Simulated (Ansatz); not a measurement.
Input and command of a plane-wave DFT calculation in Ansatz:

```yaml
crystal:
  lattice:
    - [3.327073125, 0.0, 0.0]
    - [-1.6635365625, 2.8813298465, 0.0]
    - [0.0, 0.0, 5.5883711368]
  atoms:
    - { symbol: Mg, position: [0.0, 0.0, 0.0] }
    - { symbol: I, position: [0.3333333333, 0.6666666667, 0.7149116918] }
    - { symbol: I, position: [0.6666666667, 0.3333333333, 0.2850883082] }
basis:
  ecutwfc: 420
kpoints:
  mp_grid: { grid: [12, 12, 6] }
hamiltonian:
  xc: pbe
scf:
  occupations: { method: gaussian, width: 0.02 }
output:
  forces: true
  stress: true
  eigenvalues: true
relax:
  adjacent_minimum: "off"
  f_tol: 0.008
  max_steps: 50
  cell: { stress_tol: 0.08, p_target: 90.0 }
```

```bash
ansatz run input.yaml --threads 1 --pin off --max-ram 2560MiB --backend cpu --events-out ev --progress --plain --runs-dir out
```

Processor: Arm Neoverse V1, 1 thread, on a host shared with other jobs.

**Question.** Estimate time, memory and problem size.

**Answer.** About 51 s on 1 thread of Arm Neoverse V1 (shared host), peak memory 0.4 GiB. It solves 27 bands at 100 k points (the mesh reduced by symmetry) with about 991 plane waves (on the last cell), in 35 SCF iterations over 6 ionic steps.
